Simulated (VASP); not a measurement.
A run of VASP 6.6.1 is set up as follows.

File INCAR:

```
ALGO = Normal
EDIFF = 1E-7
ENCUT = 520
GGA = PE
ISIF = 2
ISMEAR = -1
LASPH = T
LCHARG = F
LREAL = Auto
LWAVE = F
NBANDS = 66
NELM = 60
PREC = Accurate
SIGMA = 0.05
```

The input KPOINTS:

```
k-points
0
Gamma
  1 1 1
```

Contents of POSCAR:

```
H4CO
1.0
    7.3803230000      0.0000000000      0.0000000000
    0.0000000000      7.3803230000      0.0000000000
    0.0000000000      0.0000000000      7.3803230000
C O H
6 6 24
Direct
    0.6979775817      0.7299816011      0.0497945686
    0.3477625573      0.5261558336      0.6966361770
    0.3987901343      0.2369272998      0.1576353772
    0.9684129001      0.1115533832      0.7714838497
    0.1121766622      0.8510874118      0.4826753517
    0.8541225093      0.3113549366      0.3323160788
    0.7087223689      0.8388792740     -0.1286800049
    0.4362275201      0.4930949499      0.5520083606
    0.3519358164      0.2848113829     -0.0133192003
    0.8191646897      0.2664246538      0.7392223890
    0.1414572235      0.9015188089      0.2952445306
    0.8562904361      0.3365028875      0.1256042588
    0.6776126194      0.6034966220     -0.0097285715
    0.8091244787      0.7698443551     -0.2024572637
    0.8200454099      0.7163643109      0.1327313181
    0.5923724477      0.8069836510      0.1162550745
    0.2403011359      0.4117570464      0.7236946134
    0.5477402547      0.4323659005      0.5793242382
    0.4206997444      0.5952585002      0.8125796120
    0.2703269220      0.6559198019      0.6852545614
    0.2667904914      0.2368324530      0.2590401531
    0.4645731630      0.3005830504     -0.0989387592
    0.4916857975      0.1055238368      0.1784610240
    0.5282424631      0.3273704958      0.1985685450
    0.9446199035      0.0021950259      0.6663529496
    0.8224843276      0.3027374276      0.8712220319
    1.1310074098      0.1483539406      0.7559018758
    0.9416119051      0.0685742345      0.9139708384
   -0.0432636891      0.8514126008      0.4990567486
    0.2396914065      0.9895501864      0.2737956049
    0.1851951466      0.7162152659      0.4790440744
    0.1677026873      0.9547143126      0.5673735418
    0.8103168384      0.1690847406      0.3501201777
    0.9625865968      0.2671969777      0.1176371278
    0.9463677945      0.3787639105      0.4225966804
    0.7307810241      0.3901319766      0.3866497442
```

Potentials or basis: VASP PAW PBE potentials, release 64 (C, O, H).

Run with:

```bash
$ cat potpaw_PBE.64/C/POTCAR potpaw_PBE.64/O/POTCAR potpaw_PBE.64/H/POTCAR > POTCAR
$ mpirun -np 1 vasp_gam > vasp.out
```

Task: Estimate the largest force.

Result: 7.771 eV/Å.

Task: Estimate the band gap on the k mesh.

Result: 4.23 eV, direct.

Forces on the atoms (eV/Å):
```
C    0.526  2.130 -1.954
C   -4.964  2.082  5.605
C    3.216 -0.295  3.509
C    0.458  0.876 -0.804
C   -0.229 -1.122 -2.638
C   -4.481  0.802 -0.492
O    2.526 -1.872  0.076
O    3.506 -0.721 -5.523
O    0.862 -0.070 -3.127
O    2.643 -1.367  1.668
O   -0.267  0.896 -1.124
O   -0.397  0.821  2.684
H   -1.232 -2.042  0.339
H   -2.002  1.457  1.406
H    0.443  0.689 -0.138
H   -0.547 -0.597  0.464
H    1.246  1.459  0.585
H    0.678 -0.453 -0.116
H    0.348 -1.687  0.120
H   -0.517 -0.678 -0.573
H    2.569  0.312 -1.702
H   -2.168 -0.409  1.985
H   -1.949  0.571 -0.569
H   -2.550 -0.430  0.360
H   -0.362  1.294  1.467
H   -0.569  0.314 -1.110
H   -2.934  0.249  0.296
H    0.273 -0.237 -0.895
H    1.532 -0.663 -0.069
H   -0.340 -0.519  0.557
H   -1.107  0.861  1.091
H    0.625  0.055  0.770
H    0.915  0.239  0.477
H    1.886 -0.998 -1.311
H    1.729 -0.280 -0.296
H    0.634 -0.672 -1.021
```

A hybrid or GW would open this gap; PBE tends to underestimate it.
